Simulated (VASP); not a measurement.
# PtS2 (P-3m1) in VASP: a series of runs

Aim: see how the results for PtS2 move with the level of theory and the settings. Levels: PBEsol, LDA, PBE, PBE+D3(BJ). Tasks: relaxation of cell and atoms.

Program: VASP 6.6.1. These are calculated values, not measurements. Logs are shortened: lines on timing, memory, paths and dates and some standing lists are left out, and cuts for length are marked.

**1. The structure**

The structure is trigonal, space group P-3m1 (No. 164). The conventional cell has a = 3.549 Å, b = 3.549 Å, c = 5.597 Å, α = 90.00°, β = 90.00°, γ = 120.00°. Pt (site symmetry -3m) is surrounded by 6 S at 2.39 Å. S (site symmetry 3m) is surrounded by 3 Pt at 2.39 Å.

The cell is a database's computed one.

**2. Relaxation of cell and atoms, PBEsol**

INCAR

```
  PREC = Accurate
  ENCUT = 600
  EDIFF = 1E-7
  ISMEAR = 0
  SIGMA = 0.02
  LREAL = False
  LASPH = True
  NELM = 100
  ALGO = Normal
  ISIF = 3
  LWAVE = False
  LCHARG = False
  GGA = PS
  IBRION = 2
  NSW = 90
  EDIFFG = -0.005
```

KPOINTS

```
regular mesh
0
Gamma
  9 9 6
```

POSCAR

```
PtS2
1.0
    3.5487421900      0.0000000000      0.0000000000
   -1.7743710900      3.0733008900      0.0000000000
    0.0000000000      0.0000000000      5.5970665400
Pt S
1 2
Direct
    0.0000000000      0.0000000000      0.0000000000
    0.6666666700      0.3333333300      0.7796640600
    0.3333333300      0.6666666700      0.2203359400
```

Potentials or basis: VASP PAW PBE potentials, release 64 (Pt, S).

On the command line:

```bash
> cat potpaw_PBE.64/Pt/POTCAR potpaw_PBE.64/S/POTCAR > POTCAR
> mpirun -np 1 vasp_std > vasp.out
```

OUTCAR:

```text
PREC = Accurate
   ENCUT = 600
   EDIFF = 1E-7
   ISMEAR = 0
   LREAL = False
   LASPH = True
   NELM = 100
   ISIF = 3
   GGA = PS
   IBRION = 2
   NSW = 90
   EDIFFG = -0.005

 ion  position               nearest neighbor table
   1  0.000  0.000  0.000-   2 2.39   3 2.39   3 2.39   2 2.39   2 2.39   3 2.39
   2  0.667  0.333  0.780-   1 2.39   1 2.39   1 2.39
   3  0.333  0.667  0.220-   1 2.39   1 2.39   1 2.39

  LATTYP: Found a hexagonal cell.
 ALAT       =     3.5487421900
 C/A-ratio  =     1.5771972830

  Lattice vectors:

 A1 = (   3.5487421900,   0.0000000000,   0.0000000000)
 A2 = (  -1.7743710900,   3.0733008900,   0.0000000000)
 A3 = (   0.0000000000,   0.0000000000,   5.5970665400)

Analysis of symmetry for initial positions (statically):
=====================================================================
 Subroutine PRICEL returns:
 Original cell was already a primitive cell.

 Routine SETGRP: Setting up the symmetry group for a
 hexagonal supercell.

 Subroutine GETGRP returns: Found 12 space group operations
 (whereof 12 operations were pure point group operations)
 out of a pool of 24 trial point group operations.

The static configuration has the point symmetry D_3d.

Analysis of symmetry for dynamics (positions and initial velocities):
=====================================================================
 Subroutine PRICEL returns:
 Original cell was already a primitive cell.

 Routine SETGRP: Setting up the symmetry group for a
 hexagonal supercell.

 Subroutine GETGRP returns: Found 12 space group operations
 (whereof 12 operations were pure point group operations)
 out of a pool of 24 trial point group operations.

The dynamic configuration has the point symmetry D_3d.

 Subroutine INISYM returns: Found 12 space group operations
 (whereof 12 operations are pure point group operations),
 and found     1 'primitive' translations

----------------------------------------------------------------------------------------

                                     Primitive cell

  volume of cell :      61.0436

  direct lattice vectors                    reciprocal lattice vectors
     3.548742190  0.000000000  0.000000000     0.281789983  0.162691522  0.000000000
    -1.774371090  3.073300890  0.000000000     0.000000000  0.325383044  0.000000000
     0.000000000  0.000000000  5.597066540     0.000000000  0.000000000  0.178665019

  length of vectors
     3.548742190  3.548742189  5.597066540     0.325383044  0.325383044  0.178665019

  position of ions in fractional coordinates (direct lattice)
     0.000000000  0.000000000  0.000000000
     0.666666670  0.333333330  0.779664060
     0.333333330  0.666666670  0.220335940

  ion indices of the primitive-cell ions
   primitive index   ion index
                 1           1
                 2           2
                 3           3

----------------------------------------------------------------------------------------

 KPOINTS: regular mesh

Automatic generation of k-mesh.
 Grid dimensions read from file:
 generate k-points for:    9    9    6

 Generating k-lattice:

  Cartesian coordinates                     Fractional coordinates (reciprocal lattice)
     0.031309998  0.018076836  0.000000000     0.111111111  0.000000000  0.000000000
     0.000000000  0.036153672  0.000000000     0.000000000  0.111111111  0.000000000
     0.000000000  0.000000000  0.029777503     0.000000000  0.000000000  0.166666667

  Length of vectors
     0.036153672  0.036153672  0.029777503

  Shift w.r.t. Gamma in fractional coordinates (k-lattice)
     0.000000000  0.000000000  0.000000000

 Subroutine IBZKPT returns following result:
 ===========================================

 Found     62 irreducible k-points:

 Following reciprocal coordinates:
            Coordinates               Weight
  0.000000  0.000000  0.000000      1.000000
  0.111111  0.000000  0.000000      6.000000
  0.222222  0.000000  0.000000      6.000000
  0.333333  0.000000  0.000000      6.000000
  0.444444  0.000000  0.000000      6.000000
  0.111111  0.111111  0.000000      6.000000
[... 16 lines left out ...]
  0.222222  0.111111  0.166667     12.000000
 -0.111111  0.333333  0.166667     12.000000
 [... further k-points ...]
   k-points           NKPTS =     62   k-points in BZ     NKDIM =     62   number of bands    NBANDS=     15
   number of dos      NEDOS =    301   number of ions     NIONS =      3
   total plane-waves  NPLWV =  37632
   dimension x,y,z NGX =    28 NGY =   28 NGZ =   48
   dimension x,y,z NGXF=    56 NGYF=   56 NGZF=   96
   ions per type =               1   2
   NGX,Y,Z   is equivalent  to a cutoff of  13.12, 13.12, 14.26 a.u.
   NGXF,Y,Z  is equivalent  to a cutoff of  26.23, 26.23, 28.51 a.u.
 SYSTEM =  unknown system
   PREC   = accura    normal or accurate (medium, high low for compatibility)
   ISTART =      0    job   : 0-new  1-cont  2-samecut
   ICHARG =      2    charge: 1-file 2-atom 10-const
   ISPIN  =      1    spin polarized calculation?
   LNONCOLLINEAR =      F non collinear calculations
   LSORBIT =      F    spin-orbit coupling
   LASPH  =      T    aspherical Exc in radial PAW
   ENCUT  =  600.0 eV  44.10 Ry    6.64 a.u.   7.09  7.09 11.18*2*pi/ulx,y,z
   NELM   =    100;   NELMIN=  2; NELMDL= -5     # of ELM steps
   EDIFF  = 0.1E-06   stopping-criterion for ELM
   LREAL  =      F    real-space projection
   EDIFFG = -.5E-02   stopping-criterion for IOM
   NSW    =     90    number of steps for IOM
   IBRION =      2    ionic relax: 0-MD 1-quasi-New 2-CG
   NFREE  =      1    steps in history (QN), initial steepest desc. (CG)
   ISIF   =      3    stress and relaxation
   ISYM   =      2    0-nonsym 1-usesym 2-fastsym
   POTIM  = 0.5000    time-step for ionic-motion
   TEBEG  =    0.0;   TEEND  =   0.0 temperature during run
   PSTRESS=    0.0 pullay stress
   NELECT =      22.0000    total number of electrons
   NUPDOWN=      -1.0000    fix difference up-down
   EMIN   =  10.00;   EMAX   =-10.00  energy-range for DOS
   EFERMI =   0.00;   METHOD = LEGACY
   ISMEAR =     0;   SIGMA  =   0.02  broadening in eV -4-tet -1-fermi 0-gaus
   EFERMI_NEDOS =   21; number of points for ismear=-14 and -15
   IALGO  =     38    algorithm
   IMIX   =      4    mixing-type and parameters
     AMIX     =   0.40;   BMIX     =  1.00
     AMIX_MAG =   1.60;   BMIX_MAG =  1.00
  volume/ion in A,a.u.               =      20.35       137.31
  Fermi-wavevector in a.u.,A,eV,Ry     =   1.165026  2.201580 18.467000  1.357286
  Thomas-Fermi vector in A             =   2.301557
   LORBIT       =      0    0 simple, 1 ext, 2 COOP (PROOUT), +10 PAW based schemes
   GGA     = PS    functional components
   LHFCALC =     F    Hartree Fock is set to
   AEXX    =    0.0000 exact exchange contribution
   IVDW    =     0    specifies the selected vdW correction
   LEPSILON=     F    determine dielectric tensor
   LRPA    =     F    only Hartree local field effects (RPA)
 conjugate gradient relaxation of ions
 non-spin polarized calculation
 Gauss-broadening in eV      SIGMA  =   0.02
  energy-cutoff  :      600.00
  volume of cell :       61.04
 maximum number of plane-waves:      2061
   NGX = 15   NGY = 15   NGZ = 23

--------------------------------------- Ionic step        1  -------------------------------------------

 number of electron      21.9999999 magnetization

 Free energy of the ion-electron system (eV)
  ---------------------------------------------------
  ext. energy  EPLUGINS =         0.00000000
  ---------------------------------------------------
  free energy    TOTEN  =       -16.96783511 eV

  energy without entropy =      -16.96783511  energy(sigma->0) =      -16.96783511

------------------------ aborting loop because EDIFF is reached ----------------------------------------

  FORCE on cell =-STRESS in cart. coord.  units (eV):
  Direction    XX          YY          ZZ          XY          YZ          ZX
  --------------------------------------------------------------------------------------
  -------------------------------------------------------------------------------------
  Total       -0.8483126     -0.8483126     -0.9520040     -0.0000000      0.0000000      0.0000000
  in kB      -22.2651942    -22.2651943    -24.9867257     -0.0000000      0.0000000      0.0000000
  external PRESSURE =     -23.1723714 kB  Pullay stress =       0.0000000 kB
[... 92 lines left out ...]
  FREE ENERGIE OF THE ION-ELECTRON SYSTEM (eV)
  ---------------------------------------------------
  free  energy   TOTEN  =       -16.9764172172 eV

  energy  without entropy=      -16.9764172172  energy(sigma->0) =      -16.97641722

[... ionic steps 4 to 31 ...]

--------------------------------------- Ionic step       32  -------------------------------------------

 number of electron      21.9999998 magnetization

------------------------ aborting loop because EDIFF is reached ----------------------------------------

  FORCE on cell =-STRESS in cart. coord.  units (eV):
  Direction    XX          YY          ZZ          XY          YZ          ZX
  --------------------------------------------------------------------------------------
  -------------------------------------------------------------------------------------
  Total        0.0152062      0.0152062     -0.0198786      0.0000000      0.0000000      0.0000000
  in kB        0.4600611      0.4600611     -0.6014249      0.0000000      0.0000000      0.0000000
  external PRESSURE =       0.1062324 kB  Pullay stress =       0.0000000 kB
[... 59 lines left out ...]
  energy  without entropy=      -16.9993447736  energy(sigma->0) =      -16.99934477

--------------------------------------- Ionic step       34  -------------------------------------------

 number of electron      21.9999998 magnetization

 Free energy of the ion-electron system (eV)
  ---------------------------------------------------
  ext. energy  EPLUGINS =         0.00000000
  ---------------------------------------------------
  free energy    TOTEN  =       -16.99934929 eV

  energy without entropy =      -16.99934929  energy(sigma->0) =      -16.99934929

 E-fermi :   7.6015     XC(G=0): -11.0747

 val. band max:        7.4444750621   @ k =   0.0000   0.0000   0.0000
 cond. band min:       7.8040613443   @ k =   0.3333   0.3333   0.0000
 fundamental gap:      0.3595862822
 Fermi energy:         7.6014568244

 k-point     1 :       0.0000    0.0000    0.0000
  band No.  band energies     occupation
      1      -8.3288      2.00000
      2      -5.0295      2.00000
      3      -0.0118      2.00000
      4       0.4074      2.00000
      5       0.4074      2.00000
      6       3.2838      2.00000
      7       3.2838      2.00000
      8       5.1210      2.00000
      9       6.0061      2.00000
     10       6.0061      2.00000
     11       7.4445      2.00000
     12       9.0044      0.00000
     13       9.0044      0.00000
     14      11.3123      0.00000
     15      12.5286      0.00000
[... 397 lines left out ...]
 k-point    24 :      -0.1111    0.3333    0.1667
  band No.  band energies     occupation
      1      -7.2574      2.00000
      2      -5.6443      2.00000
      3       0.4299      2.00000
      4       0.8465      2.00000
      5       1.5336      2.00000
      6       1.9012      2.00000
      7       2.7886      2.00000
      8       3.9809      2.00000
      9       5.1405      2.00000
     10       5.4666      2.00000
     11       6.8125      2.00000
     12       8.0121      0.00000
     13       8.8895      0.00000
     14      12.5232      0.00000
     15      14.2748      0.00000

 [... further k-points ...]

------------------------ aborting loop because EDIFF is reached ----------------------------------------

  FORCE on cell =-STRESS in cart. coord.  units (eV):
  Direction    XX          YY          ZZ          XY          YZ          ZX
  --------------------------------------------------------------------------------------
  -------------------------------------------------------------------------------------
  Total        0.0030583      0.0030583      0.0072018      0.0000000     -0.0000000      0.0000000
  in kB        0.0925787      0.0925787      0.2180108      0.0000000     -0.0000000      0.0000000
  external PRESSURE =       0.1343894 kB  Pullay stress =       0.0000000 kB
[... 18 lines left out ...]
  FREE ENERGIE OF THE ION-ELECTRON SYSTEM (eV)
  ---------------------------------------------------
  free  energy   TOTEN  =       -16.9993492924 eV

  energy  without entropy=      -16.9993492924  energy(sigma->0) =      -16.99934929

 reached required accuracy - stopping structural energy minimisation
```

Wall time 15 min (1 thread of Intel Xeon Platinum 8488C (Sapphire Rapids), shared host); peak memory 0.25 GiB.

What came out:

```
Free energy                            : -16.9993 eV
Relaxed volume                         : 17.64 Å³/atom
Relaxed cell                           : a = 3.568 Å, b = 3.568 Å, c = 4.802 Å, α = 90.00°, β = 90.00°, γ = 120.00°
Space group after relaxing (to 0.05 Å) : P-3m1 (No. 164)
Energy gained by relaxing              : 10.5 meV/atom
Ionic steps                            : 34
Pressure after relaxing                : 0.0 GPa
Band gap on the k mesh                 : 0.36 eV, indirect (least direct gap 1.00 eV)
```

Step by step:
```tsv
step	energy change (eV)	largest force (eV/Å)	pressure (GPa)	volume (Å³)
1	0.0000	0.2930	-2.32	61.04
2	0.0180	0.5177	4.60	58.48
3	-0.0086	0.0125	0.02	60.09
4	-0.0086	0.0067	0.07	60.07
5	-0.0096	0.0214	0.02	60.04
6	-0.0104	0.0700	-0.09	59.99
7	-0.0110	0.0572	-0.19	59.86
8	-0.0126	0.0198	-0.50	59.49
9	-0.0152	0.0495	-1.08	58.74
10	-0.0180	0.1659	-2.09	57.21
11	-0.0181	0.1661	-2.09	57.20
12	-0.0183	0.1662	-2.09	57.15
13	-0.0186	0.1662	-2.08	57.06
14	-0.0193	0.1663	-2.06	56.89
15	-0.0207	0.1662	-2.01	56.53
16	-0.0233	0.1641	-1.89	55.82
17	-0.0278	0.1531	-1.53	54.40
18	-0.0275	0.1221	-0.16	51.55
19	-0.0301	0.1173	-1.02	53.50
20	-0.0304	0.1151	-0.91	53.16
21	-0.0304	0.1138	-0.80	52.92
22	-0.0304	0.1146	-0.84	53.04
23	-0.0309	0.0857	-0.62	53.14
24	-0.0313	0.0206	-0.14	53.37
25	-0.0313	0.0242	-0.17	53.35
26	-0.0314	0.0226	-0.14	53.31
27	-0.0314	0.0177	-0.08	53.17
28	-0.0315	0.0084	0.07	52.90
29	-0.0315	0.0095	0.06	52.94
30	-0.0315	0.0128	0.00	53.03
31	-0.0315	0.0102	0.04	52.96
32	-0.0315	0.0100	0.01	52.96
33	-0.0315	0.0095	-0.06	52.95
34	-0.0315	0.0006	0.01	52.93
```

Final structure:
```
Pt S
1.0
     3.56759    0.00000    0.00000
    -1.78379    3.08962    0.00000
     0.00000    0.00000    4.80172
Pt S
1 2
Direct
  0.00000 0.00000 0.00000
  0.66667 0.33333 0.75069
  0.33333 0.66667 0.24931
```

Caveat: the PAW data sets were made with another functional, which shifts forces and pressure a little; spin-orbit coupling is left out, which moves the levels of the heavy elements; an odd mesh through Γ misses points on the zone boundary, where band edges often lie; this functional lacks dispersion, which binds the layers, so the pressure and a relaxed spacing across them are unreliable.

**3. Relaxation of cell and atoms, LDA**

INCAR: that of step 2 with these lines changed.

```diff
@@ -12,3 +12,2 @@
   LCHARG = False
-  GGA = PS
   IBRION = 2
```

KPOINTS is that of step 2.

POSCAR is that of step 2.

Potentials or basis: VASP PAW LDA potentials, release 64 (Pt, S).

On the command line:

```bash
> cat potpaw_LDA.64/Pt/POTCAR potpaw_LDA.64/S/POTCAR > POTCAR
> mpirun -np 1 vasp_std > vasp.out
```

Wall time 10 min (1 thread of Intel Xeon Platinum 8488C (Sapphire Rapids), shared host); peak memory 0.23 GiB.

It converged, with:

| Quantity | Value |
| --- | --- |
| Free energy | -18.2154 eV |
| Relaxed volume | 16.64 Å³/atom |
| Relaxed cell | a = 3.561 Å, b = 3.561 Å, c = 4.545 Å, α = 90.00°, β = 90.00°, γ = 120.00° |
| Space group after relaxing (to 0.05 Å) | P-3m1 (No. 164) |
| Energy gained by relaxing | 44.8 meV/atom |
| Ionic steps | 27 |
| Pressure after relaxing | 0.0 GPa |
| Largest force after relaxing | 0.003 eV/Å |
| Band gap on the k mesh | none (metal or under the smearing width) |

Forces on the atoms (eV/Å):
```
Pt   0.000  0.000  0.000
S    0.000  0.000  0.003
S    0.000  0.000 -0.003
```

The path:
```csv
step,energy change (eV),largest force (eV/Å),pressure (GPa),volume (Å³)
1,0.0000,0.4256,-4.54,61.04
2,0.0744,1.1616,9.74,56.09
3,-0.0299,0.0782,-0.20,59.24
4,-0.0299,0.0889,-0.10,59.21
5,-0.0338,0.1169,-0.15,58.98
6,-0.0432,0.2029,-0.27,58.30
7,-0.0528,0.3832,-0.44,56.87
8,-0.0555,0.3758,-0.50,56.69
9,-0.0637,0.3549,-0.66,56.14
10,-0.0797,0.3199,-0.89,55.05
11,-0.1079,0.2723,-0.99,52.84
12,-0.1063,0.1350,0.92,48.35
13,-0.1196,0.3083,-0.22,50.98
14,-0.1196,0.2537,0.34,49.49
15,-0.1212,0.2843,0.15,50.01
16,-0.1324,0.0122,-0.75,50.01
17,-0.1329,0.0620,-0.98,50.01
18,-0.1293,0.0947,2.24,49.12
19,-0.1341,0.0126,0.05,49.72
20,-0.1341,0.0115,0.06,49.71
21,-0.1342,0.0141,0.04,49.75
22,-0.1343,0.0190,0.00,49.81
23,-0.1342,0.0290,-0.08,49.93
24,-0.1343,0.0245,-0.06,49.87
25,-0.1343,0.0076,0.08,49.87
26,-0.1343,0.0069,0.09,49.87
27,-0.1343,0.0033,0.02,49.92
```

Final structure:
```cif
data_structure
_symmetry_space_group_name_H-M 'P 1'
_symmetry_Int_Tables_number 1
_cell_length_a 3.5609
_cell_length_b 3.5609
_cell_length_c 4.5455
_cell_angle_alpha 90.000
_cell_angle_beta 90.000
_cell_angle_gamma 120.000
_cell_volume 49.92
loop_
_atom_site_label
_atom_site_type_symbol
_atom_site_fract_x
_atom_site_fract_y
_atom_site_fract_z
_atom_site_occupancy
Pt1 Pt 0.00000 0.00000 0.00000 1
S1 S 0.66667 0.33333 0.73861 1
S2 S 0.33333 0.66667 0.26139 1
```

Levels at points of the mesh, in eV from the Fermi level:
```csv
k point,band 9,band 10,band 11,band 12,band 13,band 14
"(0.00, 0.00, 0.00)",-1.76,-1.76,0.04,0.96,0.96,3.12
"(0.00, 0.00, 0.50)",-2.38,-2.38,-1.61,2.24,2.24,5.10
```

Caveat: the volume moved by over 15 % at a fixed basis, so the end points are rough.

(Part 1 of 2 ends here.)
